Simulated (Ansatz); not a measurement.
LiF built on the NiAs prototype, relaxed with r2SCAN, was run in Ansatz under altered settings. All numbers are computed, without spin polarisation but where a row says otherwise.

```
Li F
1.0
     2.77571    0.00000    0.00000
    -1.38785    2.40383    0.00000
     0.00000    0.00000    4.78269
Li F
2 2
Direct
  0.00000 0.00000 0.00000
  0.00000 0.00000 0.50000
  0.33333 0.66667 0.25000
  0.66667 0.33333 0.75000
```

The base run's other keys:
```yaml
kpoints:
  mp_grid: { grid: [6, 6, 2] }
hamiltonian:
  xc: hse06
scf:
  occupations: { method: fixed }
  n_extra_bands: 5
```

It takes 12 iterations with 639 plane waves at 420 eV and 14 k points, and leaves a mean stress of +1.19 GPa. The gap over this mesh is 11.536 eV. It ran on 4 threads of Arm Neoverse N1, on a shared host.

Outcomes, with energy and stress as changes against the base:
```
                                  setting            outcome  ΔF (meV/atom)  Δ mean stress (GPa)  gap on the mesh (eV)  iterations  wall time
PBE hybrid, exx coeff 0.35, omega 0.5 1/Å          converged              –                 -1.0                11.352          13      5.6 s
                scf.exx.singularity: none  converged, warned          -10.1                 -0.6                11.540          12      5.2 s
                         basis.xc_grid: 3          converged            0.0                  0.0                11.536          12      5.5 s
```
A dash marks a value that wasn't obtained or can't be compared. Stress is positive in compression. The base took 5.4 s. The base's mesh is coarse for a hybrid, so its own values aren't converged.

- PBE hybrid, exx coeff 0.35, omega 0.5 1/Å. That is 35 % exact exchange, screened with ω = 0.5 1/Å, against HSE06's 25 % screened at 0.208 1/Å. The mean stress moves by -1.0 GPa and the gap on the mesh by -0.184 eV (to 11.352). Totals of different functionals aren't comparable.
- scf.exx.singularity: none. The free energy moves by -10.1 meV an atom, the mean stress by -0.6 GPa (single components by up to 1.9) and the gap on the mesh by +0.004 eV (to 11.540). The result is sensitive to this setting. Warned: screened exchange reaches its images.

Within 1 meV an atom, 0.1 GPa and 0.005 eV of the base stay: basis.xc_grid: 3.

The stress of a hybrid is loosely converged in these runs.

The meshes of the hybrids are coarse, so their gaps aren't converged to the digits shown.
